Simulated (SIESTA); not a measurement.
## SiC under changes of volume

One of the cells (10.519 Å³/atom); the others are scaled copies at fixed shape and fractional positions:

```xyz
8
Lattice="3.0961 0.0000 0.0000 -1.5480 2.6813 0.0000 0.0000 0.0000 10.1373" Properties=species:S:1:pos:R:3 pbc="T T T"
Si    0.0000    0.0000    1.9047
Si    0.0000    0.0000    6.9734
Si    0.0000    1.7875    4.4386
Si    1.5480    0.8938    9.5072
C     0.0000    0.0000    0.0047
C     0.0000    0.0000    5.0733
C     0.0000    1.7875    2.5323
C     1.5480    0.8938    7.6010
```

The cell is a database's computed one.

```yaml
Program: SIESTA 5.4.2
Functional: PBE
Potentials_or_basis: PseudoDojo 0.4 standard (PBE files)
Basis: DZP (energy shift 0.003 Ry)
Grid_cutoff: 500 Ry
Energy_shift: 0.003 Ry
k_mesh: 10 × 10 × 3
Occupations: fermi-dirac, width 0.05 eV
Spin: no spin polarisation
```

| volume (Å³/atom) | energy over the lowest point (meV/atom) | pressure (GPa) | gap on the mesh (eV) | largest force (eV/Å) |
| --- | --- | --- | --- | --- |
| 9.694 | ? | ? | ? | ? |
| 9.900 | 37.09 | 17.5 | 2.23 | 0.031 |
| 10.107 | 18.29 | 11.9 | 2.23 | 0.025 |
| 10.519 | 0.30 | 2.4 | 2.22 | 0.024 |
| 10.726 | 0.00 | -1.8 | 2.21 | 0.027 |
| 10.932 | 4.83 | -5.6 | 2.21 | 0.028 |

Question: What does the run at 9.694 Å³/atom give?

Answer: Energy over the lowest point 63.46 meV/atom; pressure 23.6 GPa; gap on the mesh 2.23 eV; largest force 0.037 eV/Å.

Worked out: A Birch-Murnaghan fit of order 3 (a polynomial in V^(-2/3)) to the other rows has its minimum at 10.63 Å³/atom with B0 = V·E''(V) = 214 GPa and B' = 3.4 at fixed shape and positions, which overstates the stiffness. It gives 63.08 meV/atom at 9.694 Å³/atom, against the run's 63.46, and -dE/dV = 23.2 GPa, against 23.6. A straight line through the other rows of the gap, of slope -0.234 eV per unit of ln V, extrapolates to 2.24 eV, against the run's 2.23.

Energies are extrapolated to zero smearing.

Caveats: an odd mesh through Γ misses points on the zone boundary, where band edges often lie; the basis of atomic orbitals isn't converged, which shifts pressures, moduli and gaps.
